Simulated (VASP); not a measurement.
# W2C3 (Cmmm) in VASP: band structure with PBE

Aim: the band structure of W2C3 with PBE.

Everything below comes from runs of VASP 6.6.1. Logs are shortened: lines on timing, memory, paths and dates and some standing lists are left out, and cuts for length are marked.

**1. Starting point**

The structure is orthorhombic, space group Cmmm (No. 65). The conventional cell has a = 5.704 Å, b = 6.269 Å, c = 2.996 Å, α = 90.00°, β = 90.00°, γ = 90.00°. Around W (site symmetry 2/m) lie 6 C at 2.12 to 2.24 Å. C (site symmetry m2m) is surrounded by 1 C at 1.43 Å. C (site symmetry mmm) has 4 W at 2.12 Å as nearest neighbours.

The cell was built by a generator and needn't be a form met in nature.

**2. Band structure, PBE**

Input file INCAR:

```
SYSTEM = W2C3
  ALGO = Normal
  EDIFF = 1E-7
  ENCUT = 520
  GGA = PE
  ISIF = 2
  ISMEAR = 0
  LASPH = .True.
  LCHARG = .False.
  LMAXMIX = 4
  LREAL = .False.
  LWAVE = .False.
  NBANDS = 28
  NELM = 80
  PREC = Accurate
  SIGMA = 0.1
```

Input file KPOINTS:

```
k-points
0
Gamma
  8 8 10
  0 0 0
```

Input file POSCAR:

```
W2C3
1.0
    2.8520700000     -3.1343100000      0.0000000000
    2.8520700000      3.1343100000      0.0000000000
    0.0000000000      0.0000000000      2.9963100000
W C
2 3
Direct
    0.5000000000      0.0000000000      0.5000000000
    0.0000000000      0.5000000000      0.5000000000
    0.6140920000      0.3859080000      0.0000000000
    0.3859080000      0.6140920000      0.0000000000
    0.0000000000      0.0000000000      0.5000000000
```

Input file KPOINTS_OPT:

```
path GXSRAZGYX1A1TY,ZT
20
line-mode
reciprocal
 0.0000000000  0.0000000000  0.0000000000  G
 0.4570029206  0.4570029206  0.0000000000  X

 0.4570029206  0.4570029206  0.0000000000  X
 0.0000000000  0.5000000000  0.0000000000  S

 0.0000000000  0.5000000000  0.0000000000  S
 0.0000000000  0.5000000000  0.5000000000  R

 0.0000000000  0.5000000000  0.5000000000  R
 0.4570029206  0.4570029206  0.5000000000  A

 0.4570029206  0.4570029206  0.5000000000  A
 0.0000000000  0.0000000000  0.5000000000  Z

 0.0000000000  0.0000000000  0.5000000000  Z
 0.0000000000  0.0000000000  0.0000000000  G

 0.0000000000  0.0000000000  0.0000000000  G
-0.5000000000  0.5000000000  0.0000000000  Y

-0.5000000000  0.5000000000  0.0000000000  Y
-0.4570029206  0.5429970794  0.0000000000  X1

-0.4570029206  0.5429970794  0.0000000000  X1
-0.4570029206  0.5429970794  0.5000000000  A1

-0.4570029206  0.5429970794  0.5000000000  A1
-0.5000000000  0.5000000000  0.5000000000  T

-0.5000000000  0.5000000000  0.5000000000  T
-0.5000000000  0.5000000000  0.0000000000  Y

 0.0000000000  0.0000000000  0.5000000000  Z
-0.5000000000  0.5000000000  0.5000000000  T
```

Potentials or basis: VASP PAW PBE potentials, release 64 (W_sv, C).

Run with:

```
$ cat potpaw_PBE.64/W_sv/POTCAR potpaw_PBE.64/C/POTCAR > POTCAR
$ mpirun -np 1 vasp_std > vasp.out
```

OUTCAR:

```text
SYSTEM = W2C3
   EDIFF = 1E-7
   ENCUT = 520
   GGA = PE
   ISIF = 2
   ISMEAR = 0
   LASPH = .True.
   LREAL = .False.
   NELM = 80
   PREC = Accurate

 ion  position               nearest neighbor table
   1  0.500  0.000  0.500-   5 2.12   5 2.12   3 2.24   3 2.24   4 2.24   4 2.24   2 2.85   2 2.85
                             2 3.13   2 3.13
   2  0.000  0.500  0.500-   5 2.12   5 2.12   3 2.24   3 2.24   4 2.24   4 2.24   1 2.85   1 2.85
                             1 3.13   1 3.13
   3  0.614  0.386  0.000-   4 1.43   2 2.24   1 2.24   1 2.24   2 2.24
   4  0.386  0.614  0.000-   3 1.43   2 2.24   1 2.24   1 2.24   2 2.24
   5  0.000  0.000  0.500-   1 2.12   2 2.12   2 2.12   1 2.12

  LATTYP: Found a base centered orthorhombic cell.
 ALAT       =     5.7041400000
 B/A-ratio  =     1.0989597030
 C/A-ratio  =     0.5252868969

  Lattice vectors:

 A1 = (   2.8520700000,  -3.1343100000,   0.0000000000)
 A2 = (   2.8520700000,   3.1343100000,   0.0000000000)
 A3 = (   0.0000000000,   0.0000000000,   2.9963100000)

Analysis of symmetry for initial positions (statically):
=====================================================================
 Subroutine PRICEL returns:
 Original cell was already a primitive cell.

 Routine SETGRP: Setting up the symmetry group for a
 base centered orthorhombic supercell.

 Subroutine GETGRP returns: Found  8 space group operations
 (whereof  8 operations were pure point group operations)
 out of a pool of  8 trial point group operations.

The static configuration has the point symmetry D_2h.

Analysis of symmetry for dynamics (positions and initial velocities):
=====================================================================
 Subroutine PRICEL returns:
 Original cell was already a primitive cell.

 Routine SETGRP: Setting up the symmetry group for a
 base centered orthorhombic supercell.

 Subroutine GETGRP returns: Found  8 space group operations
 (whereof  8 operations were pure point group operations)
 out of a pool of  8 trial point group operations.

The dynamic configuration has the point symmetry D_2h.

 Subroutine INISYM returns: Found  8 space group operations
 (whereof  8 operations are pure point group operations),
 and found     1 'primitive' translations

----------------------------------------------------------------------------------------

                                     Primitive cell

[... 92 lines left out ...]
   LSORBIT =      F    spin-orbit coupling
   LASPH  =      T    aspherical Exc in radial PAW
   ENCUT  =  520.0 eV  38.22 Ry    6.18 a.u.   7.88  7.88  5.57*2*pi/ulx,y,z
   NELM   =     80;   NELMIN=  2; NELMDL= -5     # of ELM steps
   EDIFF  = 0.1E-06   stopping-criterion for ELM
   LREAL  =      F    real-space projection
   EDIFFG = 0.1E-05   stopping-criterion for IOM
   NSW    =      0    number of steps for IOM
   IBRION =     -1    ionic relax: 0-MD 1-quasi-New 2-CG
   NFREE  =      0    steps in history (QN), initial steepest desc. (CG)
   ISIF   =      2    stress and relaxation
   ISYM   =      2    0-nonsym 1-usesym 2-fastsym
   POTIM  = 0.5000    time-step for ionic-motion
   TEBEG  =    0.0;   TEEND  =   0.0 temperature during run
   PSTRESS=    0.0 pullay stress
   NELECT =      40.0000    total number of electrons
   NUPDOWN=      -1.0000    fix difference up-down
   EMIN   =  10.00;   EMAX   =-10.00  energy-range for DOS
   EFERMI =   0.00;   METHOD = LEGACY
   ISMEAR =     0;   SIGMA  =   0.10  broadening in eV -4-tet -1-fermi 0-gaus
   EFERMI_NEDOS =   21; number of points for ismear=-14 and -15
   IALGO  =     38    algorithm
   IMIX   =      4    mixing-type and parameters
     AMIX     =   0.40;   BMIX     =  1.00
     AMIX_MAG =   1.60;   BMIX_MAG =  1.00
  volume/ion in A,a.u.               =      10.71        72.30
  Fermi-wavevector in a.u.,A,eV,Ry     =   1.485212  2.806644 30.012487  2.205856
  Thomas-Fermi vector in A             =   2.598652
   LORBIT       =      0    0 simple, 1 ext, 2 COOP (PROOUT), +10 PAW based schemes
   GGA     = PE    functional components
   LHFCALC =     F    Hartree Fock is set to
   AEXX    =    0.0000 exact exchange contribution
   IVDW    =     0    specifies the selected vdW correction
   LEPSILON=     F    determine dielectric tensor
   LRPA    =     F    only Hartree local field effects (RPA)
 non-spin polarized calculation
 Gauss-broadening in eV      SIGMA  =   0.10
  energy-cutoff  :      520.00
  volume of cell :       53.57
 maximum number of plane-waves:      1460
   NGX = 15   NGY = 15   NGZ = 11

 number of electron      39.9999997 magnetization

 Free energy of the ion-electron system (eV)
  ---------------------------------------------------
  ext. energy  EPLUGINS =         0.00000000
  ---------------------------------------------------
  free energy    TOTEN  =       -50.42859919 eV

  energy without entropy =      -50.41588679  energy(sigma->0) =      -50.42224299

 E-fermi :   9.2750     XC(G=0): -12.9418

 val. band max:        9.2698370116   @ k =  -0.3750   0.3750   0.5000
 cond. band min:       9.2763084260   @ k =   0.5000   0.3750   0.1000
 fundamental gap:      0.0064714144
 Fermi energy:         9.2750152319

 k-point     1 :       0.0000    0.0000    0.0000
  band No.  band energies     occupation
      1     -64.9593      2.00000
      2     -64.9116      2.00000
      3     -29.5389      2.00000
      4     -29.2879      2.00000
      5     -29.0888      2.00000
      6     -29.0248      2.00000
[... 733 lines left out ...]
     27      14.4013      0.00000
     28      16.4651      0.00000

 [... further k-points ...]
[... 5 lines left out ...]
  --------------------------------------------------------------------------------------
  -------------------------------------------------------------------------------------
  Total        0.0125537     -0.0214063     -0.0067560      0.0000000      0.0000000      0.0000000
  in kB        0.3754597     -0.6402261     -0.2020598      0.0000000      0.0000000      0.0000000
  external PRESSURE =      -0.1556087 kB  Pullay stress =       0.0000000 kB

 VOLUME and BASIS-vectors are now :
 -----------------------------------------------------------------------------
  energy-cutoff  :      520.00
  volume of cell :       53.57
      direct lattice vectors                 reciprocal lattice vectors
     2.852070000 -3.134310000  0.000000000     0.175311265 -0.159524744  0.000000000
     2.852070000  3.134310000  0.000000000     0.175311265  0.159524744  0.000000000
     0.000000000  0.000000000  2.996310000     0.000000000  0.000000000  0.333743838

 POSITION                                       TOTAL-FORCE (eV/Angst)
 -----------------------------------------------------------------------------------
      1.42603     -1.56716      1.49815        -0.000000     -0.000000      0.000000
      1.42603      1.56716      1.49815         0.000000      0.000000      0.000000
      2.85207     -0.71520      0.00000         0.000000      0.004802      0.000000
      2.85207      0.71520      0.00000         0.000000     -0.004802      0.000000
      0.00000      0.00000      1.49815         0.000000      0.000000      0.000000
 -----------------------------------------------------------------------------------
    total drift:                                0.000000      0.000000     -0.000000

  FREE ENERGIE OF THE ION-ELECTRON SYSTEM (eV)
  ---------------------------------------------------
  free  energy   TOTEN  =       -50.4285991851 eV

  energy  without entropy=      -50.4158867887  energy(sigma->0) =      -50.42224299
```

OSZICAR:

```text
N       E                     dE             d eps       ncg     rms          rms(c)
DAV:   1     0.403567406769E+03    0.40357E+03   -0.23116E+04  7152   0.158E+03
DAV:   2    -0.348850849042E+02   -0.43845E+03   -0.42724E+03  7684   0.467E+02
DAV:   3    -0.584939395781E+02   -0.23609E+02   -0.23025E+02  8620   0.103E+02
[... 25 lines left out ...]
DAV:   1    -0.572269133059E+04   -0.16437E+06     6424
DAV:   2    -0.559598012351E+05   -0.50237E+05     6900
DAV:   3    -0.584594034743E+05   -0.24996E+04     7872
DAV:   4    -0.585071077795E+05   -0.47704E+02     7520
DAV:   5    -0.585078090861E+05   -0.70131E+00     7576
DAV:   6    -0.585078242261E+05   -0.15140E-01     7684
DAV:   7    -0.585078246469E+05   -0.42086E-03     7596
DAV:   8    -0.585078246611E+05   -0.14200E-04     7652
DAV:   9    -0.585078246616E+05   -0.46543E-06     4848
DAV:  10    -0.585078246617E+05   -0.72861E-07     4508
```

stdout:

```text
POSCAR found type information on POSCAR W C
 POSCAR found :  2 types and       5 ions
 scaLAPACK will be used
 LDA part: xc-table for (Slater+PW92), standard interpolation
 POSCAR, INCAR and KPOINTS ok, starting setup
 FFT: planning ... GRIDC
 FFT: planning ... GRID_SOFT
 FFT: planning ... GRID
 WAVECAR not read
 entering main loop
 Start KPOINTS_OPT (optional k-point list driver)
k-point batch [1-126\240]
k-point batch [127-240\240]
```

Run time: 6.3 min. Hardware: 1 thread of AMD EPYC 7R13 (Zen 3), shared host; peak memory 0.34 GiB.

Results:

* Free energy: -50.4286 eV
* Pressure: 0.0 GPa
* Largest force: 0.005 eV/Å
* Band gap along the path: none (metal or under the smearing width)

Forces on the atoms (eV/Å):
```
W    0.000  0.000  0.000
W    0.000  0.000  0.000
C    0.000  0.005  0.000
C    0.000 -0.005  0.000
C    0.000  0.000  0.000
```

Levels at the corners of the path, in eV from the Fermi level:
| point | band 17 | band 18 | band 19 | band 20 | band 21 | band 22 | band 23 | band 24 |
| --- | --- | --- | --- | --- | --- | --- | --- | --- |
| Γ | -2.27 | -1.22 | -0.97 | -0.75 | 0.55 | 1.35 | 1.51 | 1.58 |
| X | -2.61 | -2.04 | -1.15 | 1.60 | 2.17 | 2.39 | 2.49 | 3.36 |
| X | -2.61 | -2.04 | -1.15 | 1.60 | 2.17 | 2.39 | 2.49 | 3.36 |
| S | -1.82 | -1.44 | -1.00 | -0.61 | 0.62 | 1.04 | 1.22 | 3.35 |
| S | -1.82 | -1.44 | -1.00 | -0.61 | 0.62 | 1.04 | 1.22 | 3.35 |
| R | -2.88 | -2.60 | -1.74 | -0.39 | -0.17 | 2.58 | 3.30 | 3.81 |
| R | -2.88 | -2.60 | -1.74 | -0.39 | -0.17 | 2.58 | 3.30 | 3.81 |
| A | -4.12 | -3.17 | -2.84 | -0.29 | 0.61 | 2.86 | 3.77 | 4.14 |
| A | -4.12 | -3.17 | -2.84 | -0.29 | 0.61 | 2.86 | 3.77 | 4.14 |
| Z | -1.28 | -1.00 | -0.82 | -0.81 | 0.47 | 1.26 | 2.00 | 3.31 |
| Z | -1.28 | -1.00 | -0.82 | -0.81 | 0.47 | 1.26 | 2.00 | 3.31 |
| Γ | -2.27 | -1.22 | -0.97 | -0.75 | 0.55 | 1.35 | 1.51 | 1.58 |
| Γ | -2.27 | -1.22 | -0.97 | -0.75 | 0.55 | 1.35 | 1.51 | 1.58 |
| Y | -2.63 | -2.07 | -1.15 | 2.10 | 2.26 | 2.35 | 2.63 | 2.70 |
| Y | -2.63 | -2.07 | -1.15 | 2.10 | 2.26 | 2.35 | 2.63 | 2.70 |
| X1 | -2.61 | -2.04 | -1.15 | 1.60 | 2.17 | 2.39 | 2.49 | 3.36 |
| X1 | -2.61 | -2.04 | -1.15 | 1.60 | 2.17 | 2.39 | 2.49 | 3.36 |
| A1 | -4.12 | -3.17 | -2.84 | -0.29 | 0.61 | 2.86 | 3.77 | 4.14 |
| A1 | -4.12 | -3.17 | -2.84 | -0.29 | 0.61 | 2.86 | 3.77 | 4.14 |
| T | -4.17 | -3.33 | -2.90 | -0.33 | 0.65 | 2.85 | 3.90 | 4.13 |
| T | -4.17 | -3.33 | -2.90 | -0.33 | 0.65 | 2.85 | 3.90 | 4.13 |
| Y | -2.63 | -2.07 | -1.15 | 2.10 | 2.26 | 2.35 | 2.63 | 2.70 |
| Z | -1.28 | -1.00 | -0.82 | -0.81 | 0.47 | 1.26 | 2.00 | 3.31 |
| T | -4.17 | -3.33 | -2.90 | -0.33 | 0.65 | 2.85 | 3.90 | 4.13 |

Caveat: spin-orbit coupling is left out, which moves the levels of the heavy elements.
